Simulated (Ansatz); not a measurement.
Ansatz input file:

```yaml
crystal:
  lattice:
    - [0.0, 2.8318743745, 2.8318743745]
    - [2.8318743745, 0.0, 2.8318743745]
    - [2.8318743745, 2.8318743745, 0.0]
  atoms:
    - { symbol: Be, position: [0.0, 0.0, 0.0] }
    - { symbol: Te, position: [0.25, 0.25, 0.25] }
basis:
  ecutwfc: 420
kpoints:
  mp_grid: { grid: [8, 8, 8] }
  band_path:
    path:
      - [[0.0, 0.0, 0.0], [-0.5, -0.5, 0.0], [-0.375, -0.375, 0.25]]
      - [[-0.375, 0.0, 0.375], [0.0, 0.0, 0.0], [0.0, 0.0, 0.5], [-0.5, -0.25, 0.25], [-0.5, -0.5, 0.0]]
    npoints: 14
hamiltonian:
  xc: pbesol
scf:
  occupations: { method: gaussian, width: 0.02 }
  n_extra_bands: 6
output:
  forces: true
  stress: true
  eigenvalues: true
  populations: true
  dos: { projected: true, de: 0.02, nscf_kmesh: { grid: [12, 12, 12] } }
  bader: true
  write_density: true
  write_potential: true
  elf: true
  volumetric_format: npy
```

Launched with
```bash
ansatz run input.yaml --threads 1 --pin off --max-ram 2560MiB --backend cpu --events-out ev --progress --plain --runs-dir out
```

Computed with DFT PBEsol, scalar-relativistic, plane waves, PAW in Ansatz 0.2.0.

Part of what the program printed, abridged:

```
scf.n_extra_bands = 6 over 9 filled bands (N_el = 18.0): the run solves 15 bands
Pseudopotentials: kind: paw
Pseudopotential: Be, paw, valence charge 2, recommended cutoff 420 eV (normal)
Pseudopotential: Te, paw, valence charge 16, recommended cutoff 420 eV (normal)
Functional definition: PBEsol
Crystal: 2 atoms, lattice volume = 45.421 Å³
Basis set: ecut = 420 eV, 893 PW (Γ), exchange–correlation on 54×54×54 points (8 copies of the dense FFT grid, shifted against one another)
Bands: 15, of which v1, the nominal top of the filled ones, is band 9 counted from 1 (8 counted from 0)
Symmetry: 24 space group operations
Space group: F-43m (ITA 216), of the structure as read, at distance tolerance 3.6e-5 Å
k-points: 29 of 512 (time reversal used)
Initial density: superposition of atomic densities (neutral atoms: chi_scale 0, normalization atom), corrected by the library's trained network
Initial wavefunctions: pseudopotential atomic-orbital guess
Functional: x = pbesol(κ = 0.804, μ = 0.12345679), c = pbesol(β = 0.046)
SCF iter   1: F=—  HF=-6992.558910 eV  |F-HF|=—  |Δ(HF+E_count)|=         —  Δρ=2.64e-3  dr2=4.37e-3  ethr=1.77e-3  ⟨swp⟩=7.1  Hψ=2755  notcnv=0
SCF iter   2: F=—  HF=-6992.557380 eV  |F-HF|=—  |Δ(HF+E_count)|=   1.53e-3  Δρ=8.20e-4  dr2=2.92e-4  ethr=2.43e-5  ⟨swp⟩=2.1  Hψ=807  notcnv=0  defer=53
SCF iter   3: F=—  HF=-6992.557289 eV  |F-HF|=—  |Δ(HF+E_count)|=   9.12e-5  Δρ=3.17e-4  dr2=2.78e-5  ethr=1.62e-6  ⟨swp⟩=2.0  Hψ=643  notcnv=0  defer=53
SCF iter   4: F=—  HF=-6992.557321 eV  |F-HF|=—  |Δ(HF+E_count)|=   3.13e-5  Δρ=1.09e-4  dr2=2.92e-6  ethr=1.55e-7  ⟨swp⟩=1.9  Hψ=417  notcnv=0  defer=53
SCF iter   5: F=—  HF=-6992.557323 eV  |F-HF|=—  |Δ(HF+E_count)|=   2.63e-6  Δρ=1.19e-5  dr2=1.10e-7  ethr=1.62e-8  ⟨swp⟩=2.2  Hψ=513  notcnv=0  defer=53
SCF iter   6: F=-6992.557323 eV  HF=-6992.557323 eV  |F-HF|=5.64e-9  |Δ(HF+E_count)|=   4.38e-8  Δρ=3.20e-6  dr2=7.11e-9  ethr=5.56e-10  ⟨swp⟩=12.3  Hψ=2825  notcnv=0
SCF 1 converged in 6 iterations: F = -6992.557323 eV  dr2 = 7.11e-9
SCF converged after 6 iterations
Free energy (F): -6992.557323 eV
Harris-Foulkes:  -6992.557323 eV  (|F-HF|=5.64e-9)
Internal energy: -6992.557323 eV  (E = F + TS)
E sigma→0 (E₀):  -6992.557323 eV
Fermi energy:    8.040759 eV
--- Per-component energies (eV) ---
  E_band       = -272.599835
  E_kinetic    = 199.673242
  E_local      = -1386.114780  (includes V_loc(G=0)·N_el)
  E_nonlocal   = -302.836058
  E_hartree    = 861.887339
  E_xc         = -142.171654
  E_vxc        = -124.034550  (∫ρ·V_xc dr)
  E_paw        = -4642.770349  (= ΣΔE_a)
  E_vpaw       = -383.065319  (= ΣTr[D̂ρ^β])
  E_aug_tail   = -0.000189  (compensation charges beyond the density's cutoff)
  E_ewald      = -1580.609220
  E_core_change = 0.384347  (= ΣΔE_core)
  E_smearing   =  0.000000  (= −TS)
--- Forces (eV/Å), atoms counted from 1 ---
  atom   1  Be     0.00000000     0.00000000     0.00000000
  atom   2  Te     0.00000000     0.00000000     0.00000000
--- Stress (GPa, compression-positive) ---
       -1.780822       0.000000       0.000000
        0.000000      -1.780822       0.000000
        0.000000       0.000000      -1.780822
  P = ⅓ Tr σ = -1.7808 GPa (-17.808 kbar)
--- Band table (eV; the first three rows and the last of 29) ---
  k-point 0: bands = ["-29.0548", "-29.0548", "-29.0548", "-29.0419", "-29.0419", "-5.1387", "7.0850", "7.0850", "7.0850", "10.6916", "10.7180", "10.7180", "10.7180", "15.2363", "17.4814"]
  k-point 1: bands = ["-29.0545", "-29.0544", "-29.0544", "-29.0418", "-29.0418", "-4.9947", "5.7806", "6.8576", "6.8576", "10.5592", "11.0535", "11.0535", "12.0561", "15.6590", "16.4463"]
  k-point 2: bands = ["-29.0539", "-29.0534", "-29.0534", "-29.0416", "-29.0416", "-4.5986", "3.8053", "6.4312", "6.4312", "10.3257", "11.5732", "11.5732", "13.9775", "15.9633", "16.1511"]
  k-point 28: bands = ["-29.0527", "-29.0522", "-29.0487", "-29.0425", "-29.0404", "-3.3337", "2.5872", "3.4537", "3.9361", "12.2692", "12.5817", "12.6204", "13.2164", "17.9983", "18.6060"]
--- Löwdin populations: 2 sites ---
  site symbol q [e]
     0     Be      0.6989
     1     Te     16.9135
  spilling = 0.021535 (of n_electrons = 18.000000)
--- Bader charges: 2 sites ---
  site symbol charge [e]  shift [e]
     0     Be      1.4705     0.0001
     1     Te     -1.4704     0.0001
  estimated error of the sums over rays = 4.6e-4 e
```

The calculation finished and met its thresholds.

Time: 24 s on 1 thread of Arm Neoverse V2 (shared host), peak memory 0.31 GiB.

Spin-orbit coupling is left out, which matters for the bands of heavy elements.